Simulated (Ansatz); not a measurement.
**TiC: a sweep of LAPW's plane-wave cutoff**

An exercise on one series of results from a longer session: the logs are not shown, and one member is left open.

Program: Ansatz 0.2.0. Level of theory: DFT, PBE, all-electron LAPW, scalar-relativistic. These are calculated values, not measurements.

## The starting structure

It takes space group Fm-3m (No. 225, cubic). Conventional cell: a = 4.328 Å, b = 4.328 Å, c = 4.328 Å, α = 90.00°, β = 90.00°, γ = 90.00°. Ti (site symmetry m-3m) has 6 C at 2.16 Å as nearest neighbours. Around C (site symmetry m-3m) lie 6 Ti at 2.16 Å.

Coordinates:

```
Ti C
1.0
     0.00000    2.16400    2.16400
     2.16400    0.00000    2.16400
     2.16400    2.16400    0.00000
Ti C
1 1
Direct
  0.00000 0.00000 0.00000
  0.50000 0.50000 0.50000
```

The cell comes from a crystallographic database entry that wasn't checked; take it as a given geometry, which may be far from equilibrium.

Atoms are numbered in the order of the input: Ti1, C2.

Set-up of the first run:

Contents of input.yaml:

```yaml
crystal:
  lattice:
    - [0.0, 2.164, 2.164]
    - [2.164, 0.0, 2.164]
    - [2.164, 2.164, 0.0]
  atoms:
    - { symbol: Ti, position: [0.0, 0.0, 0.0] }
    - { symbol: C, position: [0.5, 0.5, 0.5] }
kpoints:
  mp_grid: { grid: [16, 16, 16] }
scf:
  occupations: { method: fermi_dirac, width: 0.03 }
hamiltonian:
  xc: pbe
  pseudopotentials: { kind: all_electron, lapw: { basis_error: 0.001 } }
output:
  forces: true
  stress: true
  eigenvalues: true
basis:
  ecutwfc: 90
```

The run is started by

```
$ ansatz run input.yaml --threads 1 --pin off --max-ram 2048MiB --backend cpu --events-out ev --progress --plain --runs-dir out
```

Steps of the session up to this table: With plane-wave cutoff typed as 90 eV; With plane-wave cutoff typed as 180 eV; With plane-wave cutoff typed as 220 eV; With plane-wave cutoff typed as 500 eV.

One table of the session follows, with a row left open; its other results are not shown here.

```
cutoff (eV)  pressure (GPa)
         90            6.14
        180               ?
        220            0.85
        500            0.84
```

Estimate the missing values for cutoff (eV) = 180.

Worked estimate for «pressure (GPa)». A straight line through the neighbours (90, 6.14) and (220, 0.85) gives 6.14 + (0.85 − 6.14) × (180 − 90) / (220 − 90) = 2.48; a parabola fitted to 3 rows on both sides gives 2.12.

As computed: pressure (GPa): 0.92. In «pressure (GPa)» the line misses by +1.56 and the parabola by +1.20.

Energies are those extrapolated to zero smearing.
